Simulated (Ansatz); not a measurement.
Input for Ansatz (plane-wave DFT, PAW):

```yaml
crystal:
  lattice:
    - [3.3077869865, 0.0, 0.0]
    - [-1.6538934933, 2.8646275606, 0.0]
    - [0.0, 0.0, 4.98288167]
  atoms:
    - { symbol: Mg, position: [0.33333333, 0.66666667, 0.00215974] }
    - { symbol: Mg, position: [0.66666667, 0.33333333, 0.50215974] }
    - { symbol: O, position: [0.3786808692, 0.66666667, 0.40244026] }
    - { symbol: O, position: [0.66666667, 0.33333333, 0.90244026] }
basis:
  ecutwfc: 420
kpoints:
  mp_grid: { grid: [9, 9, 6] }
hamiltonian:
  xc: pbe
scf:
  occupations: { method: gaussian, width: 0.02 }
output:
  forces: true
  stress: true
  eigenvalues: true
```

Run as
```bash
ansatz run input.yaml --threads 1 --pin off --max-ram 1331MiB --backend cpu --events-out ev --progress --plain --runs-dir out
```

These are results of DFT PBE, scalar-relativistic, plane waves, PAW in Ansatz 0.2.0, not measurements.

Abridged output (iterations and final results):

```
SCF iter   1: F=—  HF=-4987.868686 eV  |F-HF|=—  |Δ(HF+E_count)|=         —  Δρ=1.18e-3  dr2=4.63e-4  ethr=1.77e-3  ⟨swp⟩=6.1  Hψ=22900  notcnv=0
SCF iter   2: F=—  HF=-4987.868491 eV  |F-HF|=—  |Δ(HF+E_count)|=   1.95e-4  Δρ=4.79e-4  dr2=5.22e-5  ethr=1.45e-6  ⟨swp⟩=2.2  Hψ=11394  notcnv=0
SCF iter   3: F=—  HF=-4987.868302 eV  |F-HF|=—  |Δ(HF+E_count)|=   1.90e-4  Δρ=2.68e-4  dr2=2.40e-5  ethr=1.63e-7  ⟨swp⟩=2.4  Hψ=8578  notcnv=0
SCF iter   4: F=—  HF=-4987.868313 eV  |F-HF|=—  |Δ(HF+E_count)|=   1.12e-5  Δρ=8.17e-5  dr2=2.25e-6  ethr=7.49e-8  ⟨swp⟩=2.0  Hψ=8132  notcnv=0
SCF iter   5: F=—  HF=-4987.868314 eV  |F-HF|=—  |Δ(HF+E_count)|=   1.28e-6  Δρ=4.33e-5  dr2=7.65e-7  ethr=7.04e-9  ⟨swp⟩=2.0  Hψ=8293  notcnv=0
SCF iter   6: F=-4987.868314 eV  HF=-4987.868314 eV  |F-HF|=2.20e-8  |Δ(HF+E_count)|=   4.63e-8  Δρ=1.10e-5  dr2=3.68e-8  ethr=3.13e-10  ⟨swp⟩=3.9  Hψ=21019  notcnv=0
SCF 1 converged in 6 iterations: F = -4987.868314 eV  dr2 = 3.68e-8
SCF converged after 6 iterations
Free energy (F): -4987.868314 eV
Harris-Foulkes:  -4987.868314 eV  (|F-HF|=2.20e-8)
Internal energy: -4987.868314 eV  (E = F + TS)
E sigma→0 (E₀):  -4987.868314 eV
Fermi energy:    6.815009 eV
--- Per-component energies (eV) ---
  E_band       = -668.480560
  E_kinetic    = 508.928957
  E_local      = -3734.525953  (includes V_loc(G=0)·N_el)
  E_nonlocal   = 286.154745
  E_hartree    = 1331.533072
  E_xc         = -209.261382
  E_vxc        = -267.970892  (∫ρ·V_xc dr)
  E_paw        = -899.709529  (= ΣΔE_a)
  E_vpaw       = -124.137186  (= ΣTr[D̂ρ^β])
  E_aug_tail   = 0.004961  (compensation charges beyond the density's cutoff)
  E_ewald      = -2270.993187
  E_smearing   =  0.000000  (= −TS)
--- Forces (eV/Å), atoms counted from 1 ---
  atom   1  Mg     0.11972835     0.00091807     0.04382615
  atom   2  Mg     1.45636440    -0.40655736     0.19663185
  atom   3  O     -1.67639320     0.42036876    -0.22505938
  atom   4  O      0.10029660    -0.01472738    -0.01549480
--- Stress (GPa, compression-positive) ---
        5.191491      -4.729748       2.033821
       -4.729749       4.221458      -0.663318
        2.033823      -0.663317       3.721360
  P = ⅓ Tr σ = 4.3781 GPa (43.781 kbar)
--- Band table (eV; the first three rows and the last of 244) ---
  k-point 0: bands = ["-66.7950", "-66.7590", "-33.5882", "-33.5389", "-33.5377", "-33.5271", "-33.5197", "-33.4863", "-11.1916", "-10.3644", "1.8096", "4.1952", "4.3816", "4.6350", "4.6429", "5.0913", "8.5387", "13.5955", "15.3898", "18.9485"]
  k-point 1: bands = ["-66.7950", "-66.7591", "-33.5858", "-33.5388", "-33.5374", "-33.5288", "-33.5206", "-33.4864", "-11.1394", "-10.4234", "1.9589", "4.2199", "4.3935", "4.5928", "4.6204", "4.7228", "8.9804", "13.0976", "15.9129", "19.0091"]
  k-point 2: bands = ["-66.7949", "-66.7592", "-33.5804", "-33.5386", "-33.5369", "-33.5335", "-33.5221", "-33.4866", "-10.9947", "-10.5818", "2.3908", "3.8767", "4.2939", "4.4273", "4.5347", "4.6042", "9.9418", "12.1367", "16.9806", "19.2331"]
  k-point 243: bands = ["-66.7935", "-66.7578", "-33.5792", "-33.5608", "-33.5465", "-33.5431", "-33.5278", "-33.4945", "-10.6028", "-10.2589", "2.1133", "2.7862", "3.3894", "3.7406", "4.2852", "4.6206", "12.3728", "13.3048", "14.9019", "16.2308"]
```

The run converged.